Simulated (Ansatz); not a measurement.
Runs of Ansatz 0.2.0 on Si2W. It takes space group I4/mmm (No. 139, tetragonal). Conventional cell: a = 3.214 Å, b = 3.214 Å, c = 7.830 Å, α = 90.00°, β = 90.00°, γ = 90.00°. Around W (site symmetry 4/mmm) lie 10 Si at 2.62 Å. Si (site symmetry 4mm) has 5 Si at 2.59 to 2.63 Å and 5 W at 2.62 Å as nearest neighbours. 

```tsv
level	U	hubbard projectors	double counting	gap on the mesh (eV)	pressure (GPa)	relaxed volume (Å³/atom)
LDA	-	-	-	none	0.0	(a)
PBEsol+U	W d U = 6 eV	ortho-atomic (the default)	fll (the default)	none	0.0	13.34
PBEsol+U	W d U = 2 eV	ortho-atomic (the default)	fll (the default)	none	0.0	13.34
revPBE	-	-	-	none	0.0	13.80
PBEsol	-	-	-	none	0.0	13.36
```

Alike in all rows: task relaxation of cell and atoms; potentials or basis Ansatz PAW; no spin polarisation; cell relaxed; k mesh 12 × 12 × 12; cutoff (eV) 420; smearing fermi-dirac 0.05 eV.

Task: Estimate the missing entries.

Result: (a) 13.14.

Caveats: the plane-wave basis is chosen anew once the cell has moved, so the energies of steps on either side of that aren't comparable; the PAW data sets come from PBE, with cores solved anew for the run's functional, which leaves a small shift of forces and pressure; U without spin polarisation on a metal has little footing (some runs); the U is typed as a test and isn't derived for this compound (some runs).

A k mesh can miss the band edges, and the runs leave out spin-orbit coupling on W.

A gap of «none» marks a metal or a gap under the smearing width.

Runs at the PBE level aren't shown here.
